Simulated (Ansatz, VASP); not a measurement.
## Two plane-wave programs on InP

INCAR

```
  PREC = Accurate
  ENCUT = 520
  EDIFF = 1E-7
  ISMEAR = -1
  SIGMA = 0.05
  LREAL = False
  LASPH = True
  NELM = 100
  ALGO = Normal
  ISIF = 2
  LWAVE = False
  LCHARG = False
  GGA = PE
  NBANDS = 16
```

Contents of KPOINTS:

```
Automatic mesh
0
Gamma
  8 8 8
```

File POSCAR:

```
InP
1.0
    0.0000000000      2.9499078504      2.9499078504
    2.9499078504      0.0000000000      2.9499078504
    2.9499078504      2.9499078504      0.0000000000
In P
1 1
Direct
    0.0000000000      0.0000000000      0.0000000000
    0.7500000000      0.7500000000      0.7500000000
```

The input input.yaml:

```yaml
crystal:
  lattice:
    - [0.0, 2.9499078504, 2.9499078504]
    - [2.9499078504, 0.0, 2.9499078504]
    - [2.9499078504, 2.9499078504, 0.0]
  atoms:
    - { symbol: In, position: [0.0, 0.0, 0.0] }
    - { symbol: P, position: [0.75, 0.75, 0.75] }
hamiltonian:
  xc: pbe
  pseudopotentials: { kind: paw }
kpoints:
  mp_grid: { grid: [8, 8, 8] }
scf:
  occupations: { method: fermi_dirac, width: 0.05 }
output:
  forces: true
  stress: true
  eigenvalues: true
  write_density: true
  write_potential: true
  elf: true
  volumetric_format: npy
```

Change from the starting cell: volume scaled by 1.02.

Alike in both runs: task single point; functional PBE; k mesh 8 × 8 × 8; occupations fermi-dirac, width 0.05 eV; no spin polarisation.

|  | VASP | Ansatz |
| --- | --- | --- |
| version | VASP 6.6.1 | Ansatz 0.2.0 |
| potentials or method | VASP PAW PBE potentials, release 64 (In_d, P) | Ansatz PAW |
| plane-wave cutoff (eV) | 520 | 420 |
| valence electrons in the cell | 18 | 18 |

|  | VASP | Ansatz | Ansatz less VASP |
| --- | --- | --- | --- |
| gap on the k mesh at the Fermi level (eV) | 0.60 | 0.61 | +0.003 |
| least direct gap on the mesh (eV) | 0.60 | 0.61 | +0.003 |
| pressure (GPa) | 1.9 | 1.9 | +0.05 |

The functional is the same, so the differences come from potentials, cutoffs and numerics.

Caveats: spin-orbit coupling is left out, which moves the levels of the heavy elements.
